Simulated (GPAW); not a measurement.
## SrO in GPAW: the effect of functional

Crystal: SrO.

```
Sr O
1.0
     0.00000    2.56630    2.56630
     2.56630    0.00000    2.56630
     2.56630    2.56630    0.00000
Sr O
1 1
Direct
  0.50000 0.50000 0.50000
  0.00000 0.00000 0.00000
```

Alike in all runs:

| Item | Value |
| --- | --- |
| Program | GPAW 26.7.0 |
| Task | band structure |
| Cutoff | 800 eV |
| Basis | pw |
| k mesh | 9 × 9 × 9 |
| Occupations | fermi-dirac, width 0.05 eV |
| Spin | no spin polarisation |

| functional | potentials or basis | gap on the mesh (eV) | pressure (GPa) |
| --- | --- | --- | --- |
| LDA | the program's PAW data sets (release 1.2.1) made for this functional | 3.26 | -3.2 |
| PBEsol | PAW data sets generated in the run's folder for this functional | 3.31 | 0.0 |
| RPBE | the program's PAW data sets (release 1.2.1) made for this functional | 3.54 | 6.9 |
| revPBE | the program's PAW data sets (release 1.2.1) made for this functional | 3.51 | 6.1 |
| BLYP | PAW data sets generated in the run's folder for this functional | 3.55 | 6.7 |
| r2SCAN | GPAW PAW data sets (gpaw-data 1.2.1) | ? | ? |

Q: What does the run with functional r2SCAN give?

A: gap on the mesh 3.89 eV; pressure 2.1 GPa.

Caveats: the PAW data sets were made with another functional, which shifts forces and pressure a little (some runs).

A k mesh can miss the band edges.

Runs at the PBE level aren't shown here.
